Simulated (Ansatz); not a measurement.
## Ionic part of the dielectric constant of ZrO2 at 4 GPa, mode by mode

These are results of DFT PBEsol, scalar-relativistic, plane waves, PAW (Ansatz 0.2.0), not measurements. Plane waves to 420 eV; Γ-centred k mesh 8×8×8; fixed occupations. No spin polarisation. Phonons by linear response, acoustic sum rule imposed.

It takes space group Fm-3m (No. 225, cubic). The conventional cell has a = 5.039 Å, b = 5.039 Å, c = 5.039 Å, α = 90.00°, β = 90.00°, γ = 90.00°. Zr (site symmetry m-3m) is surrounded by 8 O at 2.18 Å. O (site symmetry -43m) has 4 Zr at 2.18 Å as nearest neighbours.

The primitive cell has V = 31.98 Å³ and ε∞,yy = 5.830. Each polar mode adds Δε = (4.92064×10⁷/V)·S/ν² along y, with S its oscillator strength in e²/amu, ν in cm⁻¹ and V in Å³.

Question: From these modes, find each Δε and ε0,yy.
| ν (cm⁻¹) | S_yy (e²/amu) |
| --- | --- |
| 263.2 | 1.395 |

Answer:
```json
{"ν (cm⁻¹)": "263.2", "Δε": "30.99"}
```

The sum is 30.986, so ε0,yy = 36.82; the run's tensor has 36.82.

Question: Where do the longitudinal modes lie for a wave vector along y?

Answer: At 661 cm⁻¹. The Lyddane–Sachs–Teller product Π(ν_LO/ν_TO)² = 6.32 matches ε0/ε∞ = 6.31.

This fluorite-type form isn't the usual stable structure of the compound at low pressure.

Cost: 1 run of about 0.35 core-minutes, on Arm Neoverse V2 (shared hosts).